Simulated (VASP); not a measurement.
Here is a VASP 6.6.1 calculation.

Contents of INCAR:

```
SYSTEM = Ti
ALGO = Fast
EDIFF = 1E-6
ENCUT = 520
GGA = PS
ISIF = 2
ISMEAR = 0
LASPH = .TRUE.
LCHARG = .FALSE.
LREAL = .FALSE.
LWAVE = .FALSE.
NBANDS = 12
NELM = 80
PREC = Accurate
SIGMA = 0.5
```

The input KPOINTS:

```
k-points
0
G
  18 18 18
  0 0 0
```

Contents of POSCAR:

```
Ti
1.0
    0.0000000000      2.0262200000      2.0262200000
    2.0262200000      0.0000000000      2.0262200000
    2.0262200000      2.0262200000      0.0000000000
Ti
1
Direct
    0.0000000000      0.0000000000      0.0000000000
```

Potentials or basis: VASP PAW PBE potentials, release 64 (Ti_sv).

Command:

```console
$ cat potpaw_PBE.64/Ti_sv/POTCAR > POTCAR
$ mpirun -np 1 vasp_std > vasp.out
```

Problem. What does it give for the pressure?

Solution. 0.6 GPa.

Problem. Predict the band gap on the k mesh.

Solution. None (metal or under the smearing width).

Caveat: the PAW data sets were made with another functional, which shifts forces and pressure a little.
